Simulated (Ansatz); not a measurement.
Computed with DFT PBE, scalar-relativistic, plane waves, PAW in Ansatz. All cells share a 420 eV cutoff and Γ-centred k meshes spaced at most about 0.3 Å⁻¹ (about 0.25 or finer for metals, 2π included). No spin polarisation in the final relaxations.

These are static total energies at zero pressure.

Two forms of HfN were relaxed alike.

A.

```
Hf N
1.0
     2.82503    0.00000    0.00000
     0.00000    2.82503    0.00000
     0.00000    0.00000    2.82503
Hf N
1 1
Direct
  0.00000 0.00000 0.00000
  0.50000 0.50000 0.50000
```

B.

```
Hf N
1.0
     3.06610    0.00000    0.00000
     0.00000    3.06610    0.00000
     0.00000    0.00000    3.42113
Hf N
1 1
Direct
  0.50000 0.50000 0.00000
  0.00000 0.00000 0.00000
```

Task: Which would you expect to be lower, and how large is the difference?

Result: B is lower, by 0.34 eV/atom. A has the caesium chloride type, space group Pm-3m (No. 221), 11.3 Å³/atom and no gap on its mesh; B has space group P4/mmm (No. 123), 16.1 Å³/atom and no gap. Counting N atoms around Hf (those within 1.25 times the shortest such distance or 1.15 times the sum of covalent radii), A has Hf 8 and B has Hf 4. The lower one is the more open, so pressure narrows the difference. Both come from invented guesses. A third cell relaxed alike, in Fm-3m (a cell as deposited in COD), lies 0.65 eV/atom below the lower of the two.

Spin–orbit coupling, which can matter for Hf, is left out. A magnetic state wasn't ruled out in cells without spin, among them Pm-3m. Cells relaxed within their symmetry can be saddle points.

The more open cell wins despite having half as many Hf–N contacts, so coordination number alone doesn't set the order. In B the four contacts lie in flat square layers and are clearly shorter than the eight in A, which favours Hf 5d–N 2p overlap. The caesium chloride arrangement suits a small anion such as nitride poorly: eight Hf atoms around each N stretch the Hf–N bonds while pushing the Hf atoms close together. This mismatch probably outweighs the bonding B loses by leaving N without Hf neighbours above and below the layer.

The Fm-3m cell, presumably the rock-salt type known for HfN, lies a further 0.65 eV/atom down. Its octahedral coordination combines short bonds with a three-dimensional network, avoiding the weaknesses of both guesses. The missing gap in A and B fits a formal Hf(III) count, with one d electron left over per Hf. B's advantage over A therefore ranks two unfavourable structures, and a crossing between them under pressure wouldn't by itself predict a transition in real HfN.
